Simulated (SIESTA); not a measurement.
Crystal: KCl (Sylvite).

```xyz
2
Lattice="0.0000 3.1465 3.1465 3.1465 0.0000 3.1465 3.1465 3.1465 0.0000" Properties=species:S:1:pos:R:3 pbc="T T T"
K     0.0000    0.0000    0.0000
Cl    3.1465    3.1465    3.1465
```

| Quantity | Value |
| --- | --- |
| Program | SIESTA 5.4.2 |
| Task | single point |
| Functional | PBE |
| Potentials or basis | PseudoDojo 0.4 standard (PBE files) |
| Basis | DZP (energy shift 0.003 Ry; two zetas on semicore shells; d shell added on K) |
| Grid cutoff | 800 Ry |
| Energy shift | 0.003 Ry |
| k mesh | 7 × 7 × 7 |
| Occupations | fermi-dirac, width 0.05 eV |
| Spin | no spin polarisation |

On this cell: pressure 0.7 GPa; largest force zero by symmetry; band gap on the k mesh 5.23 eV, direct.

The same run follows on a disturbed copy (atoms moved at random, drawn with an rms of 0.05 Å):

```xyz
2
Lattice="0.0000 3.1465 3.1465 3.1465 0.0000 3.1465 3.1465 3.1465 0.0000" Properties=species:S:1:pos:R:3 pbc="T T T"
K     0.0311   -0.0414    0.0021
Cl    3.1708    3.1108    3.0997
```

Q: What does the disturbed cell give?

A: The energy moves by +0.9 meV/atom; pressure 0.7 GPa; largest force 0.071 eV/Å; band gap on the k mesh 5.23 eV, direct.

Forces on the atoms (eV/Å):
```
K   -0.010  0.008 -0.070
Cl   0.009 -0.007  0.070
```

Caveats: an odd mesh through Γ misses points on the zone boundary, where band edges often lie; the basis of atomic orbitals isn't converged, which shifts pressures, moduli and gaps.
